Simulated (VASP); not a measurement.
# KI: molecular dynamics at constant energy

KI, Fm-3m (no. 225), 8 atoms in the cell. PBE, molecular dynamics; PAW potentials I, K_pv (PBE set).

Ensemble: NVE; Starting temperature (K): 1000.

## Input

INCAR:
```
SYSTEM = KI
GGA = PE
PREC = Normal
ENCUT = 200
EDIFF = 1E-6
NELMIN = 4
NELM = 60
ALGO = Normal
LREAL = Auto
LASPH = .True.
ISMEAR = 0
SIGMA = 0.05
ISYM = 0
LWAVE = .False.
LCHARG = .False.
IBRION = 0
NSW = 60
POTIM = 2.0
TEBEG = 1000
ISIF = 2
RANDOM_SEED = 923180 0 0
MDALGO = 2
SMASS = -3
KPAR = 2
```

KPOINTS:
```
k-points
0
Monkhorst-Pack
  2 2 2
```

POSCAR:
```
KI
1.0
    7.0655500000      0.0000000000      0.0000000000
    0.0000000000      7.0655500000      0.0000000000
    0.0000000000      0.0000000000      7.0655500000
I K
4 4
Direct
    0.5000000000      0.0000000000      0.0000000000
    0.5000000000      0.5000000000      0.5000000000
    0.0000000000      0.0000000000      0.5000000000
    0.0000000000      0.5000000000      0.0000000000
    0.0000000000      0.0000000000      0.0000000000
    0.0000000000      0.5000000000      0.5000000000
    0.5000000000      0.0000000000      0.5000000000
    0.5000000000      0.5000000000      0.0000000000
```

Commands:
```
cat potpaw_PBE.64/I/POTCAR potpaw_PBE.64/K_pv/POTCAR > POTCAR
mpirun -np 2 vasp_std > vasp.out
```

## Result

- Rise of the mean potential energy above the start (meV/atom): 35.1
- Mean temperature (K): 690
- Standard error of the mean temperature (K): 84
- Relative fluctuation of the kinetic energy: 0.251
- Canonical value of that fluctuation: 0.309
- Electronic steps per ionic step after the first: 4.1

Course of the run:

| Time (fs) | Temperature (K) | Potential energy less the first (meV/atom) |
|---|---|---|
| 2 | 1000 | 0.0 |
| 12 | 980 | 2.3 |
| 20 | 940 | 6.9 |
| 30 | 865 | 15.3 |
| 38 | 791 | 23.7 |
| 48 | 691 | 34.9 |
| 56 | 618 | 43.3 |
| 66 | 546 | 51.3 |
| 74 | 515 | 54.9 |
| 84 | 509 | 55.6 |
| 92 | 525 | 53.7 |
| 102 | 558 | 50.0 |
| 110 | 585 | 46.9 |
| 120 | 611 | 44.0 |

The mean temperature lies below the starting 1000 K, since the atoms start on their sites and part of their kinetic energy turns into potential energy.

REPORT:
```
MDALGO =   2
               SCALING =       0
                 CNEXP =     9.000   14.000
           RANDOM_SEED =            923180                0                0

   original number of atomic DOF:         21
   number of independent constraints:      0
   number of active DOF:                  21

========================================
         MD step No.       1
========================================

  Atomic velocities initialized by STEP_tb

  >Energies
                    E_tot             E_pot             E_kin               EPS                ES
   e_b>   -0.21196029E+02   -0.22100855E+02    0.90482553E+00    0.00000000E+00    0.00000000E+00

  >Temperature
               T_sim     T_inst
   tmprt>   1000.000   1000.000

  >Thermostat:
           s(n+1) sdot(n+1)      s(n)   sdot(n)        Qs
   s_b>   0.00000   0.00000   0.00000   0.00000  -3.00000

           RANDOM_SEED =            923180               48                0

[... steps left out ...]

========================================
         MD step No.      60
========================================

  >Energies
                    E_tot             E_pot             E_kin               EPS                ES
   e_b>   -0.21196192E+02   -0.21748660E+02    0.55246767E+00    0.00000000E+00    0.00000000E+00

  >Temperature
               T_sim     T_inst
   tmprt>   1000.000    610.579

  >Thermostat:
           s(n+1) sdot(n+1)      s(n)   sdot(n)        Qs
   s_b>   0.00000   0.00000   0.00000   0.00000  -3.00000

           RANDOM_SEED =            923180               48                0
```

OSZICAR:
```
N       E                     dE             d eps       ncg     rms          rms(c)
DAV:   1     0.232971046181E+03    0.23297E+03   -0.14196E+04   296   0.686E+02
DAV:   2    -0.541045490620E+01   -0.23838E+03   -0.23387E+03   339   0.189E+02
DAV:   3    -0.220621249151E+02   -0.16652E+02   -0.16636E+02   312   0.459E+01
DAV:   4    -0.223975547575E+02   -0.33543E+00   -0.33538E+00   344   0.802E+00
DAV:   5    -0.224047771282E+02   -0.72224E-02   -0.72223E-02   327   0.103E+00    0.544E+00
DAV:   6    -0.220853908553E+02    0.31939E+00   -0.62046E-01   336   0.351E+00    0.399E+00
DAV:   7    -0.220826552556E+02    0.27356E-02   -0.63314E-01   334   0.308E+00    0.157E+00
DAV:   8    -0.220986427173E+02   -0.15987E-01   -0.52819E-02   272   0.101E+00    0.159E-01
DAV:   9    -0.220995422435E+02   -0.89953E-03   -0.13948E-03   304   0.171E-01    0.103E-01
DAV:  10    -0.221004469704E+02   -0.90473E-03   -0.54131E-04   272   0.992E-02    0.452E-02
DAV:  11    -0.221008501819E+02   -0.40321E-03   -0.57244E-04   272   0.948E-02    0.162E-02
DAV:  12    -0.221008546156E+02   -0.44337E-05   -0.13382E-05   304   0.134E-02    0.108E-02
[... left out ...]
     58 T=   603. E= -.21196178E+02 F= -.21741412E+02 E0= -.21741412E+02  EK= 0.54523E+00 SP= 0.00E+00 SK= 0.00E+00
     59 T=   607. E= -.21196185E+02 F= -.21745344E+02 E0= -.21745344E+02  EK= 0.54916E+00 SP= 0.00E+00 SK= 0.00E+00
[... last step whole ...]
       N       E                     dE             d eps       ncg     rms          rms(c)
DAV:   1    -0.217486597076E+02   -0.33155E-02   -0.27011E-03   132   0.787E-01    0.142E-03
DAV:   2    -0.217486602491E+02   -0.54145E-06   -0.64118E-06   236   0.111E-02    0.109E-03
DAV:   3    -0.217486601984E+02    0.50718E-07   -0.43070E-08   132   0.114E-03    0.837E-04
DAV:   4    -0.217486601611E+02    0.37228E-07   -0.10154E-08   132   0.645E-04
     60 T=   611. E= -.21196192E+02 F= -.21748660E+02 E0= -.21748660E+02  EK= 0.55247E+00 SP= 0.00E+00 SK= 0.00E+00
```

Limits: 120 fs of 8 atoms are too short for converged averages.

VASP 6.6.1 took 244 s on 2 cores (AMD EPYC 7R43 (Zen 3)), a shared host.
